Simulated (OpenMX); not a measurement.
Crystal: ZrB2.

```
Zr B
1.0
     3.17000    0.00000    0.00000
    -1.58500    2.74530    0.00000
     0.00000    0.00000    3.53300
Zr B
1 2
Direct
  0.00000 0.00000 0.00000
  0.66667 0.33333 0.50000
  0.33333 0.66667 0.50000
```

Base run:

```yaml
Program: OpenMX 3.8.5
Functional: PBE
Potentials_or_basis: OpenMX 2013 PBE set, Zr7.0-s3p2d1, B7.0-s2p2, grid cutoff 400 Ry
k_mesh: 11 × 11 × 9
Occupations: fermi-dirac, width 0.05 eV
Spin: no spin polarisation
```

Its results: pressure 3.5 GPa; largest force 0.007 eV/Å.

Q: The run is repeated on the same cell with these changes: potentials or basis from OpenMX 2013 PBE set, Zr7.0-s3p2d1, B7.0-s2p2, grid cutoff 400 Ry to OpenMX 2013 PBE set, Zr7.0-s3p2d2f1, B7.0-s3p2d2, grid cutoff 400 Ry. What comes out?

A: Pressure 0.8 GPa; largest force 0.007 eV/Å.

Caveats: the basis of atomic orbitals isn't converged, which shifts pressures, moduli and gaps.
